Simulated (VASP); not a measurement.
# Settings for SnO: self-consistent run

SnO, P4/nmm (no. 129), 4 atoms in the cell. PBE with TS; PAW potentials Sn_d, O (PBE set). VASP 6.6.1.

Wanted: energy within 2 meV/atom; pressure within 0.1 GPa.

POSCAR:
```
SnO
1.0
    3.8136952200      0.0000000000      0.0000000000
    0.0000000000      3.8136952200      0.0000000000
    0.0000000000      0.0000000000      4.8869133000
Sn O
2 2
Direct
    0.5000000000      0.0000000000      0.7646261400
    0.0000000000      0.5000000000      0.2353738600
    0.0000000000      0.0000000000      0.0000000000
    0.5000000000      0.5000000000      0.0000000000
```

## Self-consistent screening

| Self-consistent screening | Energy less reference (meV/atom) | Pressure (GPa) | SCF iterations | Time (s) |
|---|---|---|---|---|
| default | 0.0 | 3.12 | 17 | 32 |
| SCSRAD = 30 | 0.0 | 3.12 | 17 | 22 |
| SCSRAD = 60 | 0.0 | 3.12 | 17 | 22 |
| LSCALER0 = F | 43.7 | 3.56 | 17 | 30 |

Chosen: default; SCSRAD = 30 would be accurate enough too and is faster here.

## The input

INCAR:
```
SYSTEM = SnO
PREC = Accurate
ENCUT = 520
EDIFF = 1E-7
ISMEAR = 0
SIGMA = 0.02
LREAL = .False.
LASPH = .True.
ALGO = Normal
NELM = 100
ISIF = 2
LWAVE = .False.
LCHARG = .False.
IVDW = 2
LVDWSCS = .True.
```

KPOINTS:
```
k-points
0
Gamma
  5 5 4
```

Commands:
```
cat potpaw_PBE.64/Sn_d/POTCAR potpaw_PBE.64/O/POTCAR > POTCAR
mpirun -np 1 vasp_std > vasp.out
```

The chosen input took VASP 6.6.1 32 s on 1 core (Intel Xeon 6975P-C (Granite Rapids)), a shared host.
